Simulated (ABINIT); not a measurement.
AlN:

```
Al N
1.0
     0.00000    2.18399    2.18399
     2.18399    0.00000    2.18399
     2.18399    2.18399    0.00000
Al N
1 1
Direct
  0.00000 0.00000 0.00000
  0.25000 0.25000 0.25000
```

Measurements of this composition are mostly on another form, of space group No. 186.

Base run:

- Program: ABINIT 10.8.3 (patched build)
- Functional: PBE
- Potentials or basis: PseudoDojo NC SR PBE v0.5 stringent
- Cutoff: 1143 eV
- k mesh: 8 × 8 × 8
- Occupations: fermi-dirac, width 0.05 eV
- Spin: no spin polarisation

Its results: band gap on the k mesh 3.32 eV, indirect (least direct gap 4.19 eV); pressure 4.5 GPa.

Task: The run is repeated on the same cell with these changes: potentials or basis from PseudoDojo NC SR PBE v0.5 stringent to PseudoDojo NC SR PBE v0.4.1 standard; cutoff from 1143 eV to 980 eV. What comes out?

Result: Band gap on the k mesh 3.32 eV, indirect (least direct gap 4.19 eV); pressure 4.1 GPa.

A k mesh can miss the band edges.
